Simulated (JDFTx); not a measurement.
# Re (P6_3/mmc) in JDFTx: notebook

Runs on Re. Level: LDA. Tasks: equation of state.

All numbers are computed with JDFTx 1.7.0 (patched build); they aren't measurements. Logs are shortened: lines on timing, memory, paths and dates and some standing lists are left out, and cuts for length are marked. The log counts tension as positive stress, the text compression.

## 1. Starting point

Symmetry: P6_3/mmc, No. 194, hexagonal system. The conventional cell has a = 2.761 Å, b = 2.761 Å, c = 4.458 Å, α = 90.00°, β = 90.00°, γ = 120.00°. Re (site symmetry -6m2) has 12 Re at 2.74 to 2.76 Å as nearest neighbours.

## 2. Equation of state, LDA, 13.83 Å³/atom (volume scaled by 0.94)

Re.in

```
include Re.lattice
coords-type Lattice
include Re.ionpos

ion-species pseudo/Re.upf
elec-cutoff 36 288
elec-ex-corr lda-PW
kpoint-folding 11 11 6
elec-smearing Fermi 0.0018374661
elec-n-bands 22
electronic-SCF nIterations 100 energyDiffThreshold 1e-09
electronic-minimize nIterations 30 energyDiffThreshold 1e-7
forces-output-coords Cartesian

dump-name run.$VAR
dump End Ecomponents EigStats BandEigs Kpoints Forces Stress
```

Re.lattice

```
lattice \
    5.1106534317    -2.5553267160     0.0000000000 \
    0.0000000000     4.4259557019     0.0000000000 \
    0.0000000000     0.0000000000     8.2527945269
```

Re.ionpos

```
ion Re     0.6666666667     0.3333333333     0.7500000000 1
ion Re     0.3333333333     0.6666666667     0.2500000000 1
```

Potentials or basis: PseudoDojo-SR-LDA-0.4.1-standard.

Run with:

```console
jdftx -c 1 -i Re.in -o Re.out
```

What it wrote:

```text
*************** JDFTx 1.7.0 (patched build) ***************

Input parsed successfully to the following command list (including defaults):
[... the input with its defaults ...]

---------- Setting up symmetries ----------

Found 24 point-group symmetries of the bravais lattice
Found 24 space-group symmetries with basis
Applied RMS atom displacement 2.95064e-10 bohrs to make symmetries exact.

---------- Initializing the Grid ----------
R =
[      5.11065     -2.55533            0  ]
[            0      4.42596            0  ]
[            0            0      8.25279  ]
unit cell volume = 186.674
G =
[    1.22943   0.709811         -0  ]
[          0    1.41962          0  ]
[          0         -0    0.76134  ]
Minimum fftbox size, Smin = [  40  40  64  ]
Chosen fftbox size, S = [  40  40  64  ]

---------- Initializing tighter grid for wavefunction operations ----------
R =
[      5.11065     -2.55533            0  ]
[            0      4.42596            0  ]
[            0            0      8.25279  ]
unit cell volume = 186.674
G =
[    1.22943   0.709811         -0  ]
[          0    1.41962          0  ]
[          0         -0    0.76134  ]
Minimum fftbox size, Smin = [  28  28  48  ]
Chosen fftbox size, S = [  28  28  48  ]

---------- Exchange Correlation functional ----------
Initalized Slater LDA exchange.
Initalized Perdew-Wang LDA correlation.

---------- Setting up pseudopotentials ----------
Width of ionic core gaussian charges (only for fluid interactions / plotting) set to 0

Reading pseudopotential file 'pseudo/Re.upf':
  'Re' pseudopotential, 'SLA  PW   NOGX NOGC' functional
  Generated using ONCVPSP code by D. R. Hamann
  15 valence electrons, 4 orbitals, 8 projectors, 1001 radial grid points, with lMax = 3
    5S    l: 0   occupation:  2.0   eigenvalue: -3.142368
    5P    l: 1   occupation:  6.0   eigenvalue: -1.734999
    5D    l: 2   occupation:  5.0   eigenvalue: -0.204712
    6S    l: 0   occupation:  2.0   eigenvalue: -0.226173
  Core radius for overlap checks: 2.00 bohrs.

Initialized 1 species with 2 total atoms.

Folded 1 k-points by 11x11x6 to 726 k-points.

---------- Setting up k-points, bands, fillings ----------
Reduced to 64 k-points under symmetry.
Computing the number of bands and number of electrons
Calculating initial fillings.
nElectrons:  30.000000   nBands: 22   nStates: 64

----- Setting up reduced wavefunction bases (one per k-point) -----
average nbasis = 1925.687 , ideal nbasis = 1925.894

---------- Setting up ewald sum ----------
Optimum gaussian width for ewald sums = 2.031265 bohr.
Real space sum over 1521 unit cells with max indices [  6  6  4  ]
Reciprocal space sum over 2057 terms with max indices [  5  5  8  ]

---------- Allocating electronic variables ----------
Initializing wave functions:  linear combination of atomic orbitals
Note: number of bands (22) exceeds available atomic orbitals (20)
Re pseudo-atom occupations:   s ( 2 2 )  p ( 6 )  d ( 5 )
	FillingsUpdate:  mu: +0.977574736  nElectrons: 30.000000
LCAOMinimize: Iter:   0  F: -161.0274355793896746  |grad|_K:  9.090e-05  alpha:  1.000e+00
	FillingsUpdate:  mu: +0.976673359  nElectrons: 30.000000
LCAOMinimize: Iter:   1  F: -161.0275404163956239  |grad|_K:  7.415e-07  alpha:  8.196e-01  linmin: -5.429e-03  cgtest:  3.982e-02
LCAOMinimize: Encountered beta<0, resetting CG.
	FillingsUpdate:  mu: +0.976673422  nElectrons: 30.000000
LCAOMinimize: Iter:   2  F: -161.0275404234664620  |grad|_K:  1.047e-07  alpha:  8.307e-01  linmin:  7.789e-04  cgtest: -4.631e-03
	FillingsUpdate:  mu: +0.976673445  nElectrons: 30.000000
LCAOMinimize: Iter:   3  F: -161.0275404236091390  |grad|_K:  2.492e-09  alpha:  8.332e-01  linmin: -3.929e-02  cgtest:  1.785e-01
LCAOMinimize: Encountered beta<0, resetting CG.
LCAOMinimize: Converged (|Delta F|<1.000000e-06 for 2 iters).

-------- Electronic minimization -----------
Will mix electronic density at each iteration.
	FillingsUpdate:  mu: +0.976673445  nElectrons: 30.000000
	FillingsUpdate:  mu: +0.957993222  nElectrons: 30.000000
SCF: Cycle:  0   F: -161.121751899082227   dF: -9.421e-02   |Residual|: 1.319e-01   |deigs|: 5.897e-02
	FillingsUpdate:  mu: +0.946613460  nElectrons: 30.000000
SCF: Cycle:  1   F: -161.133052031734024   dF: -1.130e-02   |Residual|: 4.747e-02   |deigs|: 2.129e-02
	FillingsUpdate:  mu: +0.940705326  nElectrons: 30.000000
SCF: Cycle:  2   F: -161.134685109189235   dF: -1.633e-03   |Residual|: 9.110e-03   |deigs|: 1.070e-02
	FillingsUpdate:  mu: +0.941875259  nElectrons: 30.000000
SCF: Cycle:  3   F: -161.134678878023436   dF: +6.231e-06   |Residual|: 5.648e-03   |deigs|: 2.567e-03
	FillingsUpdate:  mu: +0.941230566  nElectrons: 30.000000
SCF: Cycle:  4   F: -161.134704629273187   dF: -2.575e-05   |Residual|: 5.984e-04   |deigs|: 1.248e-03
	FillingsUpdate:  mu: +0.941209949  nElectrons: 30.000000
SCF: Cycle:  5   F: -161.134705430641731   dF: -8.014e-07   |Residual|: 4.105e-04   |deigs|: 6.843e-05
	FillingsUpdate:  mu: +0.941164975  nElectrons: 30.000000
SCF: Cycle:  6   F: -161.134705552494012   dF: -1.219e-07   |Residual|: 2.062e-04   |deigs|: 7.391e-05
	FillingsUpdate:  mu: +0.941176522  nElectrons: 30.000000
SCF: Cycle:  7   F: -161.134705583990183   dF: -3.150e-08   |Residual|: 1.361e-04   |deigs|: 2.414e-05
	FillingsUpdate:  mu: +0.941193780  nElectrons: 30.000000
SCF: Cycle:  8   F: -161.134705595380581   dF: -1.139e-08   |Residual|: 1.890e-05   |deigs|: 3.637e-05
	FillingsUpdate:  mu: +0.941190522  nElectrons: 30.000000
SCF: Cycle:  9   F: -161.134705595971525   dF: -5.909e-10   |Residual|: 1.249e-05   |deigs|: 7.695e-06
	FillingsUpdate:  mu: +0.941190323  nElectrons: 30.000000
SCF: Cycle: 10   F: -161.134705595974140   dF: -2.615e-12   |Residual|: 1.458e-05   |deigs|: 2.904e-06
SCF: Converged (|Delta E|<1.000000e-09 for 2 iters).

Setting wave functions to eigenvectors of Hamiltonian

# Stress tensor in Cartesian coordinates [Eh/a0^3]:
[ -0.000492218   1.6682e-14            0  ]
[  1.66818e-14 -0.000492218            0  ]
[            0            0 -0.000485423  ]

# Ionic positions in lattice coordinates:
ion Re   0.666666666666667   0.333333333333333   0.750000000000000 1
ion Re   0.333333333333333   0.666666666666667   0.250000000000000 1

# Forces in Cartesian coordinates:
force Re  -0.000000000000000   0.000000000000000   0.000000000000000 1
force Re   0.000000000000000   0.000000000000000   0.000000000000000 1

# Energy components:
   Eewald =     -143.2551809611544797
       EH =       17.9650303645965757
     Eloc =      -68.9523555735277967
      Enl =        7.1514929919140853
      Exc =      -34.5285725844471472
 Exc_core =       12.6148664665716996
       KE =       47.8704388020786311
-------------------------------------
     Etot =     -161.1342804939684186
       TS =        0.0004251020057336
-------------------------------------
        F =     -161.1347055959741397

IonicMinimize: Iter:   0  F: -161.134705595974140  |grad|_K:        nan
IonicMinimize: None of the convergence criteria satisfied after 0 iterations.

#--- Lowdin population analysis ---
# oxidation-state Re +0.127 +0.127

Dumping 'run.eigStats' ...
	eMin: -1.993868 at state 0 ( [ +0.000000 +0.000000 +0.000000 ] spin 0 )
	HOMO: +0.938938 at state 41 ( [ +0.090909 +0.454545 +0.166667 ] spin 0 )
	mu  : +0.941190
	LUMO: +0.941829 at state 28 ( [ +0.090909 +0.181818 +0.000000 ] spin 0 )
	eMax: +1.553989 at state 14 ( [ +0.000000 +0.272727 +0.333333 ] spin 0 )
	HOMO-LUMO gap: +0.002891
	Optical gap  : +0.011004 at state 28 ( [ +0.090909 +0.181818 +0.000000 ] spin 0 )
Done!
```

Wall time 93 s (1 thread of Arm Neoverse V1, shared host); peak memory 0.21 GiB.

Results:

- Free energy: -4384.6987 eV
- Pressure: 14.4 GPa
- Band gap on the k mesh: none (metal or under the smearing width)

## 3. Equation of state, LDA, 14.13 Å³/atom (volume scaled by 0.96)

Re.in is that of step 2.

Re.lattice

```
lattice \
    5.1466451347    -2.5733225675     0.0000000000 \
    0.0000000000     4.4571254310     0.0000000000 \
    0.0000000000     0.0000000000     8.3109147130
```

Re.ionpos is that of step 2.

Potentials or basis: PseudoDojo-SR-LDA-0.4.1-standard.

Run with:

```console
jdftx -c 1 -i Re.in -o Re.out
```

Run time: 1.7 min. Hardware: 1 thread of Arm Neoverse V1, shared host; peak memory 0.22 GiB.

Results (log left out):

| Property | Result |
| --- | --- |
| Free energy | -4384.7345 eV |
| Pressure | 5.1 GPa |
| Band gap on the k mesh | none (metal or under the smearing width) |

## 4. Equation of state, LDA, 14.42 Å³/atom (volume scaled by 0.98)

Re.in is that of step 3.

Re.lattice

```
lattice \
    5.1821403607    -2.5910701804     0.0000000000 \
    0.0000000000     4.4878651984     0.0000000000 \
    0.0000000000     0.0000000000     8.3682331776
```

Re.ionpos is that of step 3.

Run with:

```console
jdftx -c 1 -i Re.in -o Re.out
```

Run time: 1.7 min. Hardware: 1 thread of Arm Neoverse V1, shared host; peak memory 0.22 GiB.

Results (log left out):

| Quantity | Value |
| --- | --- |
| Free energy | -4384.7377 eV |
| Pressure | -3.3 GPa |
| Band gap on the k mesh | none (metal or under the smearing width) |

## 5. Equation of state, LDA, 14.71 Å³/atom

Re.in is that of step 4.

Re.lattice

```
lattice \
    5.2171558849    -2.6085779424     0.0000000000 \
    0.0000000000     4.5181895319     0.0000000000 \
    0.0000000000     0.0000000000     8.4247770088
```

Re.ionpos is that of step 4.

Run with:

```console
jdftx -c 1 -i Re.in -o Re.out
```

It took 98 s on 1 thread of Arm Neoverse V1, shared host; peak memory 0.22 GiB.

Results (log left out):

* Free energy: -4384.7116 eV
* Pressure: -10.9 GPa
* Band gap on the k mesh: none (metal or under the smearing width)

## 6. Equation of state, LDA, 15.01 Å³/atom (volume scaled by 1.02)

Re.in is that of step 5.

Re.lattice

```
lattice \
    5.2517075931    -2.6258537966     0.0000000000 \
    0.0000000000     4.5481121889     0.0000000000 \
    0.0000000000     0.0000000000     8.4805718601
```

Re.ionpos is that of step 5.

Potentials or basis: PseudoDojo-SR-LDA-0.4.1-standard.

Run with:

```console
jdftx -c 1 -i Re.in -o Re.out
```

It took 95 s on 1 thread of Arm Neoverse V1, shared host; peak memory 0.24 GiB.

Results (log left out):

```
Free energy            : -4384.6594 eV
Pressure               : -17.6 GPa
Band gap on the k mesh : none (metal or under the smearing width)
```

## 7. Equation of state, LDA, 15.30 Å³/atom (volume scaled by 1.04)

Re.in is that of step 6.

Re.lattice

```
lattice \
    5.2858105460    -2.6429052729     0.0000000000 \
    0.0000000000     4.5776462124     0.0000000000 \
    0.0000000000     0.0000000000     8.5356420515
```

Re.ionpos is that of step 6.

Run with:

```console
jdftx -c 1 -i Re.in -o Re.out
```

Wall time 95 s (1 thread of Arm Neoverse V1, shared host); peak memory 0.24 GiB.

It converged, with:

- Free energy: -4384.5838 eV
- Pressure: -23.6 GPa
- Band gap on the k mesh: none (metal or under the smearing width)

## 8. Equation of state, LDA, 15.60 Å³/atom (volume scaled by 1.06)

Re.in is that of step 7.

Re.lattice

```
lattice \
    5.3194790367    -2.6597395184     0.0000000000 \
    0.0000000000     4.6068039807     0.0000000000 \
    0.0000000000     0.0000000000     8.5900106642
```

Re.ionpos is that of step 7.

Run with:

```console
jdftx -c 1 -i Re.in -o Re.out
```

It took 1.8 min on 1 thread of Arm Neoverse V1, shared host; peak memory 0.24 GiB.

Results (log left out):

| Item | Value |
| --- | --- |
| Free energy | -4384.4873 eV |
| Pressure | -29.0 GPa |
| Band gap on the k mesh | none (metal or under the smearing width) |

## 9. Equation of state, LDA

Potentials or basis: PseudoDojo-SR-LDA-0.4.1-standard.

This step only gathers the single runs of the series.

Results:

```
Equilibrium volume                        : 14.30 Å³/atom
Bulk modulus at fixed shape and positions : 404 GPa
Pressure derivative of the bulk modulus   : 4.4
```

Energy against volume, from the lowest point:
| volume (Å³/atom) | energy (meV/atom) |
| --- | --- |
| 13.831 | 19.48 |
| 14.125 | 1.59 |
| 14.420 | 0.00 |
| 14.714 | 13.02 |
| 15.008 | 39.12 |
| 15.303 | 76.92 |
| 15.597 | 125.19 |

Caveat: the cell was scaled at fixed shape and fractional positions, which overstates the stiffness of a crystal with free parameters, most of all of layers and chains.

## 10. For comparison

An earlier run on the cell as given: functional PBE; potentials or basis PseudoDojo-SR-PBE-0.5-standard; cutoff 980 eV; density cutoff 7837 eV; k mesh 11 × 11 × 6; occupations fermi-dirac, width 0.05 eV; no spin polarisation.

- Pressure: 5.8 GPa
- Band gap on the k mesh: none (metal or under the smearing width)
